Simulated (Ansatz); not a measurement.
FeSi2 (Linzhiite): equation of state with PBEsol

FeSi2 (Linzhiite):

```
Fe Si
1.0
     2.68400    0.00000    0.00000
     0.00000    2.68400    0.00000
     0.00000    0.00000    5.12800
Fe Si
1 2
Cartesian
  0.0000 0.0000 0.0000
  1.3420 1.3420 3.7434
  1.3420 1.3420 1.3846
```

```yaml
Program: Ansatz 0.2.0
Task: equation of state
Functional: PBEsol
Potentials_or_basis: Ansatz PAW
Cutoff: 420 eV
Density_cutoff: 1680 eV
k_mesh: 10 × 10 × 5
Occupations: fermi-dirac, width 0.05 eV
Spin: collinear spin, ferromagnetic start
Starting_moments: "[3.0, 0.0, 0.0] μB"
```

The equilibrium volume is 12.22 Å³/atom and the bulk modulus at fixed shape and positions is 204 GPa. The pressure derivative of the bulk modulus is 4.6.

Energy against volume, from the lowest point:
| volume (Å³/atom) | energy (meV/atom) |
| --- | --- |
| 11.575 | 23.20 |
| 11.821 | 8.17 |
| 12.068 | 0.70 |
| 12.314 | 0.00 |
| 12.560 | 5.38 |
| 12.806 | 16.18 |
| 13.053 | 31.74 |

All runs of the series together: 56 s on 2 threads of AMD EPYC (Zen 3), with other jobs on the host.

Caveat: the cell was scaled at fixed shape and fractional positions, which overstates the stiffness of a crystal with free parameters, most of all of layers and chains.
